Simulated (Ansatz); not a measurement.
The system is MnO2.

```
Mn O
1.0
     2.90416    0.00000    0.00000
     0.00000    3.84481    0.00000
     0.00000    0.00000    6.16426
Mn O
2 4
Direct
  0.50000 0.50000 0.34330
  0.00000 0.00000 0.65670
  0.50000 0.00000 0.83757
  0.00000 0.50000 0.16243
  0.50000 0.00000 0.42180
  0.00000 0.50000 0.57820
```

Measurements of this composition are mostly on another form, of space group No. 136.

Base run:

```yaml
Program: Ansatz 0.2.0
Functional: PBE
Potentials_or_basis: Ansatz PAW
Cutoff: "420 eV (not typed: the program's choice for these potentials)"
k_mesh: 9 × 7 × 5
Occupations: fermi-dirac, width 0.05 eV
Spin: no spin polarisation
```

Its results: band gap on the k mesh none (metal or under the smearing width); pressure -16.1 GPa; largest force 2.858 eV/Å.

The run is repeated on the same cell with these changes: k mesh from 9 × 7 × 5 to 7 × 5 × 3; spin from no spin polarisation to non-collinear spin, random start. What comes out?

Band gap on the k mesh none (metal or under the smearing width); pressure -7.2 GPa; net moment 6.00 μB per cell; largest force 0.802 eV/Å.

Several settings changed at once, so the effect can't be laid on one alone.

Caveats: semilocal functionals often make such compounds metallic where correlation or magnetic order opens a gap, which also shifts bond lengths; forces of over 1 eV/Å show positions far from the minimum, so gaps and moduli don't describe the material at rest (some runs); the starting moments weren't kept (some runs).
